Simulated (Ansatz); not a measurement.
# MgS3: the cost of one run

Method: DFT PBE, scalar-relativistic, plane waves, PAW, in Ansatz 0.2.0.

### 1 Starting point

It takes space group P6_3/mmc (No. 194, hexagonal). The conventional cell has a = 6.011 Å, b = 6.011 Å, c = 4.825 Å, α = 90.00°, β = 90.00°, γ = 120.00°. Mg (site symmetry -6m2) has 12 S at 2.97 to 3.01 Å as nearest neighbours. S (site symmetry mm2) is surrounded by 4 Mg at 2.97 to 3.01 Å and 8 S at 2.97 to 3.01 Å.

Structure file:

```cif
data_structure
_symmetry_space_group_name_H-M 'P6_3/mmc'
_symmetry_Int_Tables_number 194
_cell_length_a 6.0113
_cell_length_b 6.0113
_cell_length_c 4.8250
_cell_angle_alpha 90.000
_cell_angle_beta 90.000
_cell_angle_gamma 120.000
_cell_volume 150.99
loop_
_atom_site_label
_atom_site_type_symbol
_atom_site_symmetry_multiplicity
_atom_site_Wyckoff_symbol
_atom_site_fract_x
_atom_site_fract_y
_atom_site_fract_z
_atom_site_occupancy
Mg1 Mg 2 c 0.33333 0.66667 0.25000 1
S1 S 6 h 0.83300 0.66600 0.25000 1
```

This is candidate A: Ni3Sn (D0_19) type (P6_3/mmc, No. 194).

(A quick probe on a coarse mesh, which set the mesh and smearing, is not shown.)

### 3 Coarse relaxation (candidate A)

File input.yaml:

```yaml
crystal:
  lattice:
    - [6.0112884728, 0.0, 0.0]
    - [-3.0056442364, 5.2059285269, 0.0]
    - [0.0, 0.0, 4.824986495]
  atoms:
    - { symbol: Mg, position: [0.3333333333, 0.6666666667, 0.25] }
    - { symbol: Mg, position: [0.6666666667, 0.3333333333, 0.75] }
    - { symbol: S, position: [0.833, 0.666, 0.25] }
    - { symbol: S, position: [0.167, 0.833, 0.75] }
    - { symbol: S, position: [0.334, 0.167, 0.25] }
    - { symbol: S, position: [0.167, 0.334, 0.75] }
    - { symbol: S, position: [0.833, 0.167, 0.25] }
    - { symbol: S, position: [0.666, 0.833, 0.75] }
basis:
  ecutwfc: 420
kpoints:
  mp_grid: { grid: [3, 3, 4] }
hamiltonian:
  xc: pbe
scf:
  occupations: { method: gaussian, width: 0.1 }
  lower_state_search: "off"
output:
  forces: true
  stress: true
  eigenvalues: true
relax:
  adjacent_minimum: "off"
  f_tol: 0.04
  max_steps: 70
  cell: { stress_tol: 0.4 }
```

The run is started by

```bash
> ansatz run input.yaml --threads 1 --pin off --max-ram 2560MiB --backend cpu --events-out ev --progress --plain --runs-dir out
```

Q: Estimate wall time and peak memory on 1 thread of Intel Xeon 6975P-C (Granite Rapids), shared host.

About 7.9 s, with a peak of 0.45 GiB.
